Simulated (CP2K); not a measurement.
## InP: changing the choice of potentials or basis

```
CELL_PARAMETERS angstrom
4.14435 0.00000 0.00000
2.07218 3.58911 0.00000
2.07218 1.19637 3.38385
ATOMIC_POSITIONS crystal
In 0.00000 0.00000 0.00000
P 0.75000 0.75000 0.75000
```

Kept alike: task band structure; functional PBE; k mesh 8 × 8 × 8; occupations fermi-dirac, width 0.05 eV; no spin polarisation. Program: CP2K. The mesh is that of the run's cell of 2 atoms. No spin-orbit coupling.

| choice of potentials or basis | band gap (eV) | pressure (GPa) |
| --- | --- | --- |
| GTH_POTENTIALS In GTH-BLYP-q13, P GTH-BLYP-q5; DZVP-MOLOPT-SR-GTH basis | 0.608 | 3.54 |
| GTH_POTENTIALS In GTH-PADE-q13, P GTH-PADE-q5; DZVP-MOLOPT-SR-GTH basis (made for LDA) | 0.641 | 2.50 |
| GTH_POTENTIALS In GTH-PBE-q13, P GTH-PBE-q5; DZVP-MOLOPT-SR-GTH basis | 0.680 | 3.88 |
| POTENTIAL_UZH In GTH-PBE0-q13, P GTH-PBE0-q5; DZVP-MOLOPT-SR-GTH basis | 0.764 | 5.11 |
| POTENTIAL_UZH In GTH-SCAN-q13, P GTH-SCAN-q5; DZVP-MOLOPT-SR-GTH basis | 0.957 | 4.43 |

Pressure is positive in compression. Gaps are the smaller of the mesh's and the band path's.

Problem. What does the choice of potentials or basis change here?

Solution. The band gap runs from 0.608 (GTH_POTENTIALS In GTH-BLYP-q13, P GTH-BLYP-q5; DZVP-MOLOPT-SR-GTH basis) to 0.957 eV (POTENTIAL_UZH In GTH-SCAN-q13, P GTH-SCAN-q5; DZVP-MOLOPT-SR-GTH basis). Measured: 1.42 eV (arxiv:cond-mat/0006134). Semilocal gaps run low as a rule. The gap moves here only through the cell or the potentials. The pressure runs from 2.50 (GTH_POTENTIALS In GTH-PADE-q13, P GTH-PADE-q5; DZVP-MOLOPT-SR-GTH basis (made for LDA)) to 5.11 GPa (POTENTIAL_UZH In GTH-PBE0-q13, P GTH-PBE0-q5; DZVP-MOLOPT-SR-GTH basis).
